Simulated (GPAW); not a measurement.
Here is a GPAW 26.7.0 calculation.

File run.py:

```python
from ase.dft.bandgap import bandgap
from ase.io import read, write
from ase.units import GPa
from gpaw import GPAW, PW

atoms = read('ZnS.xyz')

calc = GPAW(mode=PW(600),
            xc='LDA',
            kpts={'size': (6, 6, 3), 'gamma': True},
            occupations={'name': 'fermi-dirac', 'width': 0.05},
            setups={'S': 'v3'},
            nbands=-13,
            convergence={'density': 1e-05, 'energy': 1e-05},
            maxiter=150,
            txt='gpaw.txt')
atoms.calc = calc
energy = atoms.get_potential_energy()
forces = atoms.get_forces()
stress = atoms.get_stress()
calc.write('gs.gpw')
write('result.traj', atoms)
print(f'Energy: {energy:.6f} eV')
print('Forces (eV/A):')
print(forces.round(4))
print('Stress (GPa):', (stress / GPa).round(3))
print('Fermi level:', round(calc.get_fermi_level(), 4), 'eV')
print(f'Gap: {bandgap(calc)[0]:.4f} eV, direct: {bandgap(calc, direct=True)[0]:.4f} eV')

path = atoms.cell.bandpath('GMKGALHA,LM,KH', npoints=60, eps=1e-4)
bs_calc = calc.fixed_density(kpts=path, symmetry='off', nbands=-26,
                             convergence={'bands': 'CBM+6.0', 'eigenstates': 1e-6}, txt='bands.txt')
bs = bs_calc.band_structure()
bs.write('bs.json')
print(f'Gap on the path: {bandgap(bs_calc)[0]:.4f} eV')
```

The input ZnS.xyz:

```xyz
4
Lattice="3.8110000000 0.0000000000 0.0000000000 -1.9055000000 3.3004228138 0.0000000000 0.0000000000 0.0000000000 6.2340000000" Properties=species:S:1:pos:R:3 pbc="T T T"
Zn     1.9055000002      1.1001409378      3.1170000000
Zn    -0.0000000002      2.2002818760      0.0000000000
S      1.9055000002      1.1001409378      5.5170900000
S     -0.0000000002      2.2002818760      2.4000900000
```

Potentials or basis: the program's PAW data sets (release 1.2.1) made for this functional, newer versions, pw.

Run with:

```bash
$ OMP_NUM_THREADS=1 python run.py
```

Task: Predict the pressure.

Result: -4.2 GPa.

Task: What does it give for the largest force?

Result: 0.291 eV/Å.

Task: Predict the band gap on the k mesh.

Result: 1.99 eV, direct.

Task: Estimate the band gap along the path.

Result: 1.99 eV, direct.

Stress tensor (GPa, compression positive):
```
-3.75  0.00  0.00
 0.00 -3.75  0.00
 0.00  0.00 -5.19
```

**Experimental background.**

A printed reference work, monograph reports, for a bulk crystal of ZnS at 4 K: band gap 3.911 eV (direct).

A measured gap of ZnS is 3.911 eV (direct; 4 K; a printed reference work, monograph); the calculated 1.99 eV misses it by -1.92 eV. The value is that of LDA, without temperature or zero-point motion. Semilocal functionals fall short of measured gaps as a rule.
